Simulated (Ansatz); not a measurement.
# BeO (wurtzite): map of one atom of the cell

BeO (wurtzite)

```
CELL_PARAMETERS angstrom
      2.71181     0.00000     0.00000
     -1.35591     2.34850     0.00000
      0.00000     0.00000     4.40456
ATOMIC_POSITIONS crystal
  Be 0.66667 0.33333 0.00149
  Be 0.33333 0.66667 0.50149
  O  0.66667 0.33333 0.62371
  O  0.33333 0.66667 0.12371
```

Two-dimensional scan of atom 3 (O, nearest neighbour Be at 1.656 Å; its periodic images, 2.7 Å or more away, move with it): u runs along (1.000, 0.000, 0.000), v along (0.000, 1.000, 0.000) (Cartesian). Cell and other atoms are fixed.

These are PBE (plane waves to 420 eV, PAW, scalar-relativistic; Ansatz, a first-principles code) values and carry that method's errors. k mesh 11×11×6 (Γ-centred), Fermi-Dirac smearing 0.05 eV. The energy includes the smearing's −TS. Compression counts positive. Points where atoms come too close for the PAW data are left out (x in tables, blank in figures). BeO was relaxed with its symmetry unable to fall. The zero of ΔE is the undisplaced structure. Axes are in Å.

ΔE (meV/cell), with u across and v down:

| v \ u | -0.410 | -0.205 | 0.000 | 0.205 | 0.410 |
|---|---|---|---|---|---|
| -0.410 | 1356 | 1588 | 1706 | 1588 | 1356 |
| -0.205 | 712 | 398 | 316 | 398 | 712 |
| 0.000 | 1121 | 253 | 0 | 253 | 1121 |
| 0.205 | 2293 | 656 | 192 | 656 | 2293 |
| 0.410 | x | 1302 | 597 | 1302 | x |

P (GPa), with u across and v down:

```csv
v \ u,-0.410,-0.205,0.000,0.205,0.410
-0.410,16.9,20.2,21.6,20.2,16.9
-0.205,9.3,5.4,4.3,5.4,9.3
0.000,14.6,3.5,0.0,3.5,14.6
0.205,28.4,8.7,2.7,8.7,28.4
0.410,x,16.7,7.9,16.7,x
```

Derived quantities:

Lowest place on the grid: u = 0.000 Å, v = 0.000 Å (0 meV/cell)

The 25 points together took around 4 core-minutes (rough).

(For displaced atoms, the force is minus the slope of the energy, and its curvature is a force constant, which sets phonon frequencies.)
